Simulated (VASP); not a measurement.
Wanted: the native input for a VASP 6.6.1 run.

```
Task                   : band structure
Functional             : PBEsol
Potentials or basis    : VASP PAW PBE potentials, release 64 (Cd, Te)
Cutoff                 : 520 eV
k mesh                 : 10 × 10 × 10
Occupations            : gaussian, width 0.03 eV
Spin                   : no spin polarisation
Further INCAR settings : ALGO = Normal; EDIFF = 1e-06; NBANDS = 16
```

The structure of CdTe lies in POSCAR:

```
CdTe                                    
1.0
    0.0000000000      3.2477704861      3.2477704861
    3.2477704861      0.0000000000      3.2477704861
    3.2477704861      3.2477704861      0.0000000000
  Cd              Te            
     1     1
Direct
     0.0000000000000000    0.0000000000000000    0.0000000000000000
     0.2500000000000000    0.2500000000000000    0.2500000000000000
```

The cell was built by a generator and needn't be a form met in nature.

These files were run (other wordings do the same):

INCAR

```
SYSTEM = CdTe
ALGO = Normal ; EDIFF = 1E-6
ENCUT = 520 ; GGA = PS
ICORELEVEL = 1 ; ISIF = 2
ISMEAR = 0 ; LASPH = .True.
LCHARG = .False. ; LREAL = .False.
LWAVE = .False. ; NBANDS = 16
NELM = 80 ; PREC = Accurate
SIGMA = 0.03
```

KPOINTS

```
k-points
0
Gamma
  10 10 10
  0 0 0
```

KPOINTS_OPT

```
explicit points
159
Reciprocal
 0.0000000000  0.0000000000  0.0000000000 1
 0.0357142857  0.0000000000  0.0357142857 1
 0.0714285714  0.0000000000  0.0714285714 1
 0.1071428571  0.0000000000  0.1071428571 1
 0.1428571429  0.0000000000  0.1428571429 1
 0.1785714286  0.0000000000  0.1785714286 1
[... 151 lines left out ...]
 0.4250000000  0.0000000000  0.4250000000 1
 0.4500000000  0.0000000000  0.4500000000 1
```

Potentials or basis: VASP PAW PBE potentials, release 64 (Cd, Te).

Launch:

```bash
$ cat potpaw_PBE.64/Cd/POTCAR potpaw_PBE.64/Te/POTCAR > POTCAR
$ mpirun -np 1 vasp_std > vasp.out
```

It gave:

```
Pressure                : 0.0 GPa
Band gap on the k mesh  : 0.64 eV, direct
Band gap along the path : 0.64 eV, direct
```

Caveat: the PAW data sets were made with another functional, which shifts forces and pressure a little; spin-orbit coupling is left out, which moves the levels of the heavy elements.

Wall time 46 s on 1 thread of Intel(R) Xeon(R) 6975P-C (Granite Rapids), with other jobs on the host, peak memory 0.25 GiB.
